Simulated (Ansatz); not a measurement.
# Zn (Im-3m) in Ansatz: notebook

The runs below take Zn through single point, equation of state, with PBEsol.

Everything below comes from runs of Ansatz 0.2.0. Logs are shortened: lines on timing, memory, paths and dates and some standing lists are left out, and cuts for length are marked.

### Step 1. The structure

The structure is cubic, space group Im-3m (No. 229). The conventional cell has a = 3.138 Å, b = 3.138 Å, c = 3.138 Å, α = 90.00°, β = 90.00°, γ = 90.00°. Around Zn (site symmetry m-3m) lie 8 Zn at 2.72 Å.

This isn't the form of Zn at room conditions, which is hcp.

### Step 2. Single point, PBEsol, 14.52 Å³/atom (volume scaled by 0.94)

input.yaml

```yaml
crystal:
  lattice:
    - [-1.5370068493, 1.5370068493, 1.5370068493]
    - [1.5370068493, -1.5370068493, 1.5370068493]
    - [1.5370068493, 1.5370068493, -1.5370068493]
  atoms:
    - { symbol: Zn, position: [0.0, 0.0, 0.0] }
hamiltonian:
  xc: pbesol
  pseudopotentials: { kind: paw }
kpoints:
  mp_grid: { grid: [12, 12, 12] }
scf:
  occupations: { method: fermi_dirac, width: 0.05 }
output:
  forces: true
  stress: true
  eigenvalues: true
  write_density: true
  write_potential: true
  elf: true
  volumetric_format: npy
```

Potentials or basis: Ansatz PAW.

On the command line:

```bash
ansatz run input.yaml --threads 2 --pin off --max-ram 5632MiB --backend cpu --events-out ev --progress --plain --runs-dir out
```

Output:

```text
Warning: RAYON_NUM_THREADS=2 ignored (pool sized by the plan → 2); use --threads N
Engine: ansatz 0.2.0, x86_64-unknown-linux-gnu
Pseudopotentials: kind: paw
Pseudopotential: Zn, paw, valence charge 12, recommended cutoff 420 eV (normal), Zn.paw.azcp
Functional definition: PBEsol
  exchange = pbesol_x
  correlation = pbesol_c
Crystal: 1 atoms, lattice volume = 14.524 Å³
Basis set: ecut = 420 eV, 321 PW (Γ), exchange–correlation on 36×36×36 points (8 copies of the dense FFT grid, shifted against one another)
Bands: 10, of which v1, the nominal top of the filled ones, is band 6 counted from 1 (5 counted from 0)
Symmetry: 48 space group operations
Space group: Im-3m (ITA 229), of the structure as read, at distance tolerance 2.4e-5 Å
k-points: 72 of 1728
Non-local potential: Zn, projectors of the file, l = 0: 2, l = 1: 2, l = 2: 3, l = 3: 1
PAW form: soft (Blöchl's): semilocal exchange-correlation on the pseudo side does not see the compensation charge
PAW frozen core: Zn, regenerated for the run's functional, and the local potential with it (the file was generated under x = pbe(κ = 0.804, μ = 0.2195149727645171), c = pbe(β = 0.06672455060314922))
PAW one-centre angular grid: Zn, 590 points (default); XC on 64 Gauss nodes
Initial density: superposition of atomic densities (neutral atoms: chi_scale 0, normalization atom), corrected by the library's trained network
Initial wavefunctions: pseudopotential atomic-orbital guess
Functional: x = pbesol(κ = 0.804, μ = 0.12345679012345678), c = pbesol(β = 0.046)
SCF iter   1: F=—  HF=-3280.806272 eV  |F-HF|=—  |Δ(HF+E_count)|=         —  Δρ=3.32e-3  dr2=8.47e-4  ethr=1.77e-3  ⟨swp⟩=5.0  Hψ=4682  notcnv=0
preconditioner: auto → none  [metal: Δε(μ)=0.017 eV  Ē_g=17.620 eV  σ=0.050 eV  W_gap=0.09  n_scr=0 (ndim 8)  ℏωp=33.8 eV  f_vac=0.000  D(μ)=0.53/eV (n_scr^D=0)]
SCF iter   2: F=—  HF=-3280.806156 eV  |F-HF|=—  |Δ(HF+E_count)|=   1.16e-4  Δρ=1.73e-3  dr2=2.34e-4  ethr=7.06e-6  ⟨swp⟩=2.1  Hψ=2005  notcnv=0  defer=3
SCF iter   3: F=—  HF=-3280.806011 eV  |F-HF|=—  |Δ(HF+E_count)|=   1.45e-4  Δρ=2.95e-4  dr2=3.63e-6  ethr=1.95e-6  ⟨swp⟩=2.0  Hψ=1119  notcnv=0  defer=3
SCF iter   4: F=—  HF=-3280.806015 eV  |F-HF|=—  |Δ(HF+E_count)|=   3.79e-6  Δρ=8.96e-5  dr2=6.52e-7  ethr=3.03e-8  ⟨swp⟩=2.1  Hψ=1152  notcnv=0  defer=3
iter 5 did not close the SCF: its close was put off for the readings that it lacked (scf_convergence_deferred on its scf_iter line)
SCF iter   5: F=-3280.806014 eV  HF=-3280.806014 eV  |F-HF|=1.48e-8  |Δ(HF+E_count)|=   1.55e-7  Δρ=1.28e-5  dr2=1.52e-8  ethr=5.44e-9  ⟨swp⟩=2.6  Hψ=1169  notcnv=0  defer=3
SCF iter   6: F=-3280.806014 eV  HF=-3280.806014 eV  |F-HF|=1.46e-10  |Δ(HF+E_count)|=   4.24e-9  Δρ=1.43e-6  dr2=1.84e-10  ethr=1.27e-10  ⟨swp⟩=5.2  Hψ=3933  notcnv=0
SCF 1 converged in 6 iterations: F = -3280.806014 eV  dr2 = 1.84e-10
SCF converged after 6 iterations
Free energy (F): -3280.806014 eV
Harris-Foulkes:  -3280.806014 eV  (|F-HF|=1.46e-10)
Internal energy: -3280.802177 eV  (E = F + TS)
E sigma→0 (E₀):  -3280.804095 eV
Entropy (-TS):   -0.003838 eV (-3.838 meV/atom)
Fermi energy:    11.682646 eV
--- Per-component energies (eV) ---
  E_band       = 54.496879
  E_kinetic    = 131.519303
  E_local      = -1502.179670  (includes V_loc(G=0)·N_el)
  E_nonlocal   = 611.895228
  E_hartree    = 628.845264
  E_xc         = -136.480983
  E_vxc        = -53.507039  (∫ρ·V_xc dr)
  E_paw        = -1787.791843  (= ΣΔE_a)
  E_vpaw       = -390.920434  (= ΣTr[D̂ρ^β])
  E_aug_tail   = -0.000347  (compensation charges beyond the density's cutoff)
  E_ewald      = -1227.406484
  E_core_change = 0.797355  (= ΣΔE_core)
  E_smearing   = -0.003838  (= −TS)
  E_closure    = 0.000000  (closes the sum)
  Σ components = -3280.806014   (vs F -3280.806014, Δ=0.00e0)
--- Forces (eV/Å), atoms counted from 1 ---
  atom   1  Zn     0.00000000    -0.00000000     0.00000000
  max |Σ_I F_I| component: 6.57e-31 eV/Å
--- Stress (GPa, compression-positive) ---
       -1.425558      -0.000000      -0.000000
       -0.000000      -1.425558      -0.000000
       -0.000000      -0.000000      -1.425558
  P = ⅓ Tr σ = -1.4256 GPa (-14.256 kbar)
--- Band table (eV; the first three rows and the last of 72) ---
  k-point 0: bands = ["0.8111", "3.7817", "3.7817", "3.7817", "4.3431", "4.3431", "31.6179", "31.6179", "31.6179", "32.5161"]
  k-point 1: bands = ["1.0392", "3.7586", "3.7865", "3.8387", "4.3217", "4.3446", "28.4613", "30.0354", "30.4275", "31.2962"]
  k-point 2: bands = ["1.6961", "3.6956", "3.8118", "3.9979", "4.2806", "4.3494", "24.1186", "27.8833", "28.4931", "29.8427"]
  k-point 71: bands = ["3.1492", "3.1492", "4.6264", "4.6264", "4.6264", "15.9091", "15.9091", "15.9091", "19.8430", "20.4275"]
```

Wall time 2.7 s (2 threads of Intel Xeon at 2.50GHz (Skylake/Cascade Lake), shared host); peak memory 0.29 GiB.

What came out:

| Quantity | Value |
| --- | --- |
| Free energy | -3280.8060 eV |
| Pressure | -1.4 GPa |
| Band gap on the k mesh | none (metal or under the smearing width) |

Caveat: the PAW data sets come from PBE, with cores solved anew for the run's functional, which leaves a small shift of forces and pressure.

### Step 3. Single point, PBEsol, 14.83 Å³/atom (volume scaled by 0.96)

input.yaml

```yaml
crystal:
  lattice:
    - [-1.5478311978, 1.5478311978, 1.5478311978]
    - [1.5478311978, -1.5478311978, 1.5478311978]
    - [1.5478311978, 1.5478311978, -1.5478311978]
  atoms:
    - { symbol: Zn, position: [0.0, 0.0, 0.0] }
hamiltonian:
  xc: pbesol
  pseudopotentials: { kind: paw }
kpoints:
  mp_grid: { grid: [12, 12, 12] }
scf:
  occupations: { method: fermi_dirac, width: 0.05 }
output:
  forces: true
  stress: true
  eigenvalues: true
```

Potentials or basis: Ansatz PAW.

On the command line:

```bash
ansatz run input.yaml --threads 2 --pin off --max-ram 5632MiB --backend cpu --events-out ev --progress --plain --runs-dir out
```

Run time: 2.2 s. Hardware: 2 threads of Intel Xeon at 2.50GHz (Skylake/Cascade Lake), shared host; peak memory 0.29 GiB.

It converged, with:

```yaml
Free_energy: -3280.8018 eV
Pressure: -2.9 GPa
Band_gap_on_the_k_mesh: none (metal or under the smearing width)
```

Caveat: the PAW data sets come from PBE, with cores solved anew for the run's functional, which leaves a small shift of forces and pressure.

### Step 4. Single point, PBEsol, 15.14 Å³/atom (volume scaled by 0.98)

input.yaml

```yaml
crystal:
  lattice:
    - [-1.558506233, 1.558506233, 1.558506233]
    - [1.558506233, -1.558506233, 1.558506233]
    - [1.558506233, 1.558506233, -1.558506233]
  atoms:
    - { symbol: Zn, position: [0.0, 0.0, 0.0] }
hamiltonian:
  xc: pbesol
  pseudopotentials: { kind: paw }
kpoints:
  mp_grid: { grid: [12, 12, 12] }
scf:
  occupations: { method: fermi_dirac, width: 0.05 }
output:
  forces: true
  stress: true
  eigenvalues: true
  write_density: true
  write_potential: true
  elf: true
  volumetric_format: npy
```

On the command line:

```bash
ansatz run input.yaml --threads 2 --pin off --max-ram 5632MiB --backend cpu --events-out ev --progress --plain --runs-dir out
```

It took 2.8 s on 2 threads of Intel Xeon at 2.50GHz (Skylake/Cascade Lake), shared host; peak memory 0.29 GiB.

The run converged. Its results:

```yaml
Free_energy: -3280.7951 eV
Pressure: -4.1 GPa
Band_gap_on_the_k_mesh: none (metal or under the smearing width)
```

Caveat: the PAW data sets come from PBE, with cores solved anew for the run's functional, which leaves a small shift of forces and pressure.

### Step 5. Single point, PBEsol, 15.45 Å³/atom

input.yaml

```yaml
crystal:
  lattice:
    - [-1.569037, 1.569037, 1.569037]
    - [1.569037, -1.569037, 1.569037]
    - [1.569037, 1.569037, -1.569037]
  atoms:
    - { symbol: Zn, position: [0.0, 0.0, 0.0] }
hamiltonian:
  xc: pbesol
  pseudopotentials: { kind: paw }
kpoints:
  mp_grid: { grid: [12, 12, 12] }
scf:
  occupations: { method: fermi_dirac, width: 0.05 }
output:
  forces: true
  stress: true
  eigenvalues: true
```

On the command line:

```bash
ansatz run input.yaml --threads 2 --pin off --max-ram 5632MiB --backend cpu --events-out ev --progress --plain --runs-dir out
```

Wall time 2 s (2 threads of Intel Xeon at 2.50GHz (Skylake/Cascade Lake), shared host); peak memory 0.29 GiB.

Results (log left out):

* Free energy: -3280.7862 eV
* Pressure: -5.2 GPa
* Band gap on the k mesh: none (metal or under the smearing width)

Caveat: the PAW data sets come from PBE, with cores solved anew for the run's functional, which leaves a small shift of forces and pressure.

### Step 6. Single point, PBEsol, 15.76 Å³/atom (volume scaled by 1.02)

Changes to input.yaml since step 5:

```diff
@@ -2,5 +2,5 @@
   lattice:
-    - [-1.569037, 1.569037, 1.569037]
-    - [1.569037, -1.569037, 1.569037]
-    - [1.569037, 1.569037, -1.569037]
+    - [-1.5794282763, 1.5794282763, 1.5794282763]
+    - [1.5794282763, -1.5794282763, 1.5794282763]
+    - [1.5794282763, 1.5794282763, -1.5794282763]
   atoms:
```

Potentials or basis: Ansatz PAW.

On the command line:

```bash
ansatz run input.yaml --threads 2 --pin off --max-ram 5632MiB --backend cpu --events-out ev --progress --plain --runs-dir out
```

It took 1.8 s on 2 threads of Intel Xeon at 2.50GHz (Skylake/Cascade Lake), shared host; peak memory 0.29 GiB.

Results (log left out):

| Property | Result |
| --- | --- |
| Free energy | -3280.7752 eV |
| Pressure | -6.1 GPa |
| Band gap on the k mesh | none (metal or under the smearing width) |

Caveat: the PAW data sets come from PBE, with cores solved anew for the run's functional, which leaves a small shift of forces and pressure.

### Step 7. Single point, PBEsol, 16.07 Å³/atom (volume scaled by 1.04)

Changes to input.yaml since step 6:

```diff
@@ -2,5 +2,5 @@
   lattice:
-    - [-1.5794282763, 1.5794282763, 1.5794282763]
-    - [1.5794282763, -1.5794282763, 1.5794282763]
-    - [1.5794282763, 1.5794282763, -1.5794282763]
+    - [-1.5896845915, 1.5896845915, 1.5896845915]
+    - [1.5896845915, -1.5896845915, 1.5896845915]
+    - [1.5896845915, 1.5896845915, -1.5896845915]
   atoms:
```

On the command line:

```bash
ansatz run input.yaml --threads 2 --pin off --max-ram 5632MiB --backend cpu --events-out ev --progress --plain --runs-dir out
```

It took 1.9 s on 2 threads of Intel Xeon at 2.50GHz (Skylake/Cascade Lake), shared host; peak memory 0.29 GiB.

The run converged. Its results:

- Free energy: -3280.7625 eV
- Pressure: -7.0 GPa
- Band gap on the k mesh: none (metal or under the smearing width)

Caveat: the PAW data sets come from PBE, with cores solved anew for the run's functional, which leaves a small shift of forces and pressure.

### Step 8. Single point, PBEsol, 16.38 Å³/atom (volume scaled by 1.06)

input.yaml

```yaml
crystal:
  lattice:
    - [-1.5998102441, 1.5998102441, 1.5998102441]
    - [1.5998102441, -1.5998102441, 1.5998102441]
    - [1.5998102441, 1.5998102441, -1.5998102441]
  atoms:
    - { symbol: Zn, position: [0.0, 0.0, 0.0] }
hamiltonian:
  xc: pbesol
  pseudopotentials: { kind: paw }
kpoints:
  mp_grid: { grid: [12, 12, 12] }
scf:
  occupations: { method: fermi_dirac, width: 0.05 }
output:
  forces: true
  stress: true
  eigenvalues: true
  write_density: true
  write_potential: true
  elf: true
  volumetric_format: npy
```

On the command line:

```bash
ansatz run input.yaml --threads 2 --pin off --max-ram 5632MiB --backend cpu --events-out ev --progress --plain --runs-dir out
```

Run time: 2.7 s. Hardware: 2 threads of Intel Xeon at 2.50GHz (Skylake/Cascade Lake), shared host; peak memory 0.3 GiB.

It converged, with:

| Item | Value |
| --- | --- |
| Free energy | -3280.7484 eV |
| Pressure | -7.7 GPa |
| Band gap on the k mesh | none (metal or under the smearing width) |

Caveat: the PAW data sets come from PBE, with cores solved anew for the run's functional, which leaves a small shift of forces and pressure.

### Step 9. Equation of state, PBEsol

Potentials or basis: Ansatz PAW.

No new run: the results of the series are fitted here.

Results:

```yaml
Equilibrium_volume: "14.25 Å³/atom (rough: see the caveat)"
Bulk_modulus: 79 GPa (rough)
```

Energy against volume, from the lowest point:
```csv
volume (Å³/atom),energy (meV/atom)
14.524,0.00
14.833,4.17
15.142,10.89
15.451,19.86
15.760,30.81
16.069,43.50
16.378,57.66
```

Caveat: the minimum lies outside the volumes run.
